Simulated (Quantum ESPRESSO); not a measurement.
A run of Quantum ESPRESSO 7.5 is set up as follows.

Contents of pw.in:

```
&CONTROL
  calculation = 'scf'
  prefix = 'pwscf'
  outdir = './tmp'
  pseudo_dir = './pseudo'
  tprnfor = .true.
  tstress = .true.
  disk_io = 'nowf'
/
&SYSTEM
  ibrav = 0
  nat = 1
  ntyp = 1
  ecutwfc = 45
  ecutrho = 360
  nbnd = 13
  occupations = 'smearing'
  smearing = 'fd'
  degauss = 0.00367493
/
&ELECTRONS
  conv_thr = 2d-10
  electron_maxstep = 120
  mixing_beta = 0.5
/
ATOMIC_SPECIES
Pb   207.2000 pb_pbesol_v1.uspp.F.UPF
CELL_PARAMETERS angstrom
  -2.0669040000    2.0504010000    2.0812470000
   1.9992480000   -1.9374810000    1.9006710000
   1.9910280000    1.8616050000   -1.9683270000
ATOMIC_POSITIONS crystal
Pb     0.0046640000   -0.0036750000    0.0031350000
K_POINTS automatic
9 9 9 0 0 0
```

Potentials or basis: GBRV 1.5 PBEsol.

Run with:

```console
$ OMP_NUM_THREADS=1 mpirun -n 2 pw.x -nk 2 -in pw.in > pw.out
```

(1) Predict the pressure.

(2) What does it give for the band gap on the k mesh?

Results:

(1) -1.5 GPa.

(2) none (metal or under the smearing width).
